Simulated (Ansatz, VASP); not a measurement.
## Two plane-wave programs on PbF2

```
CELL_PARAMETERS angstrom
6.42689 0.00000 0.00000
0.00000 3.89098 0.00000
0.00000 0.00000 7.63574
ATOMIC_POSITIONS crystal
Pb 0.74473 0.75000 0.10630
Pb 0.25527 0.25000 0.89370
Pb 0.75527 0.25000 0.60630
Pb 0.24473 0.75000 0.39370
F 0.14093 0.75000 0.06674
F 0.85907 0.25000 0.93326
F 0.35907 0.25000 0.56674
F 0.64093 0.75000 0.43326
F 0.52599 0.75000 0.84296
F 0.47401 0.25000 0.15704
F 0.97401 0.25000 0.34296
F 0.02599 0.75000 0.65704
```

Alike in both runs: task electric field gradients; functional r2SCAN; k mesh 4 × 6 × 3; occupations fermi-dirac, width 0.02 eV; no spin polarisation.

|  | VASP | Ansatz |
| --- | --- | --- |
| version | VASP 6.6.1 | Ansatz 0.2.0 |
| potentials or method | VASP PAW PBE potentials, release 64 (Pb_d, F) | plane-wave PAW, scalar-relativistic |
| plane-wave cutoff (eV) | 520 | 500 |
| valence electrons in the cell | 112 | 112 |

```tsv
	VASP	Ansatz	Ansatz less VASP
gap on the k mesh at the Fermi level (eV)	4.74	4.74	+0.001
pressure (GPa)	-0.4	-0.4	+0.04
largest component of the traceless stress (GPa)	0.21	0.18	-0.023
rms of the force components (eV/Å)	0.027	0.043	+0.0152
Vzz of the field gradient on the site that differs most (V/Å²)	-34.8	-41.1	-6.33
```

Atom by atom the forces differ by 0.016 eV/Å (rms over components). Ansatz warned: «gradients_without_spin_orbit».

Caveats: the PAW data sets were made with another functional, which shifts forces and pressure a little (VASP); spin-orbit coupling is left out, which as a rule narrows the gap of such compounds by several tenths of an eV; an odd mesh through Γ misses points on the zone boundary, where band edges often lie. r2SCAN opens gaps a little over a GGA but as a rule still falls short of measured ones.
